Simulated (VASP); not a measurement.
The system is PbSe.

```
Pb Se
1.0
     0.00000    3.06065    3.06065
     3.06065    0.00000    3.06065
     3.06065    3.06065    0.00000
Pb Se
1 1
Cartesian
  0.0000 0.0000 0.0000
  3.0606 3.0606 3.0606
```

* Program: VASP 6.6.1
* Task: relaxation of cell and atoms
* Functional: PBE
* Potentials or basis: VASP PAW PBE potentials, release 64 (Pb_d, Se)
* Cutoff: 600 eV
* k mesh: 8 × 8 × 8
* Occupations: gaussian, width 0.03 eV
* Spin: no spin polarisation

At the start: pressure 2.4 GPa; volume 28.67 Å³/atom.

Question: How do energy, volume and symmetry change on relaxing?

Answer: Over 3 steps the energy falls by 10.1 meV/atom and the volume is 30.05 Å³/atom (+4.8 %); space group Fm-3m (No. 225, to 0.05 Å).

Step by step:
| step | energy change (eV) | largest force (eV/Å) | pressure (GPa) | volume (Å³) |
| --- | --- | --- | --- | --- |
| 1 | 0.0000 | 0.0000 | 2.44 | 57.34 |
| 2 | -0.0180 | 0.0000 | -0.70 | 61.04 |
| 3 | -0.0201 | 0.0000 | 0.02 | 60.09 |

Final structure:
```
Pb Se
1.0
     0.00000    3.10883    3.10883
     3.10883    0.00000    3.10883
     3.10883    3.10883    0.00000
Pb Se
1 1
Direct
  0.00000 0.00000 0.00000
  0.50000 0.50000 0.50000
```
